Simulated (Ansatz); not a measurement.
Theory: DFT PBE, scalar-relativistic, plane waves, PAW (Ansatz). All cells share a 420 eV cutoff and Γ-centred k meshes spaced at most about 0.3 Å⁻¹ (about 0.25 or finer for metals, 2π included). No spin polarisation.

Formation energies are uncorrected and refer to the elements' standard structures at the same level.

All energies are static (0 K, no zero-point motion). Larger cells and other orderings weren't all tried, so the list isn't exhaustive. These runs have no spin–orbit coupling, which can matter for Ta. The reference form of C is held partly by dispersion forces, which this level lacks.

A search for Ta2C3 gave 5 distinct relaxed structures. Coordination counts C atoms around Ta (those within 1.25 times the shortest such distance or 1.15 times the sum of covalent radii, 1.27 where that leaves under three). Cells relaxed within their symmetry can be saddle points.

Question: Which structure of Ta2C3 came out lowest?

Answer: The one with space group C2/m (No. 12), reached from: a relaxed cell, shaken at random and relaxed again. It has a = 5.627 Å, b = 3.177 Å, c = 6.090 Å, β = 98.3°, 10.8 Å³/atom, no gap on the mesh. Around Ta lie 6 C at 2.21–2.28 Å, 1 C at 2.46 Å and 9 Ta at 3.05–3.23 Å; C on a site of symmetry 2/m has 6 Ta at 2.21–2.23 Å; C on a site of symmetry m is surrounded by 1 C at 1.37 Å, 3 Ta at 2.27–2.28 Å and 1 Ta at 2.46 Å. Its energy over the elements is −0.06 eV/atom. It lies below the elements, which doesn't yet make it stable against other compounds or structures. An observed structure of this formula, if there is one, may be missing.

```
Ta C
1.0
     2.81366   -1.58838    0.00000
     2.81366    1.58838    0.00000
    -0.87945    0.00000    6.02595
Ta C
2 3
Cartesian
  0.9912 0.0000 4.8114
  3.7566 0.0000 1.2146
  0.0000 0.0000 0.0000
  1.8938 0.0000 2.5241
  2.8540 0.0000 3.5019
```

Question: How much higher is the P-3m1 structure with 10.2 Å³/atom and coordination Ta 7 (reached from: A-type sesquioxide type (P-3m1))?

Answer: 0.32 eV/atom. It has no gap on its mesh.

Question: How much higher is the P6/mmm structure with 12.2 Å³/atom and coordination Ta 6 (reached from: random cell with space group P-62m)?

Answer: 1.53 eV/atom. It has no gap on its mesh.

Some types were kept out of the candidates beforehand, so the set may lack a known form.
